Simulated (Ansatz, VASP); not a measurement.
Two plane-wave programs on Re

```xyz
4
Lattice="1.4738 -4.8328 0.0000 1.4738 4.8328 0.0000 0.0000 0.0000 4.4291" Properties=species:S:1:pos:R:3 pbc="T T T"
Re    1.4738    3.4788    4.4291
Re    1.4738   -1.3540    2.2145
Re    1.4738   -3.4788    0.0000
Re    1.4738    1.3540    2.2145
```

Alike in both runs: functional r2SCAN; k mesh 6 × 6 × 4; occupations gaussian, width 0.1 eV; no spin polarisation.

Ansatz relaxed the structure, and its values are those at the end. VASP's run is a single point on that final structure, the one shown.

```csv
,VASP,Ansatz
version,VASP 6.6.1,Ansatz 0.2.0
potentials or method,"VASP PAW PBE potentials, release 64 (Re)","scalar-relativistic, plane waves, PAW"
plane-wave cutoff (eV),520,500
valence electrons in the cell,28,60
```

|  | VASP | Ansatz | Ansatz less VASP |
| --- | --- | --- | --- |
| gap on the k mesh at the Fermi level (eV) | none | none | - |
| pressure (GPa) | -0.1 | 0.0 | +0.14 |
| rms of the force components (eV/Å) | 0.012 | 0.000 | -0.0116 |

A gap of «none» marks a metal or a gap that the smearing closes. The two sets of potentials don't hold the same shells in valence.

Caveats: the k mesh is coarse (spacing up to 0.37 Å⁻¹), so the values aren't converged; the PAW data sets were made with another functional, which shifts forces and pressure a little (VASP). The runs have no spin-orbit coupling, so splittings on Re are missing.
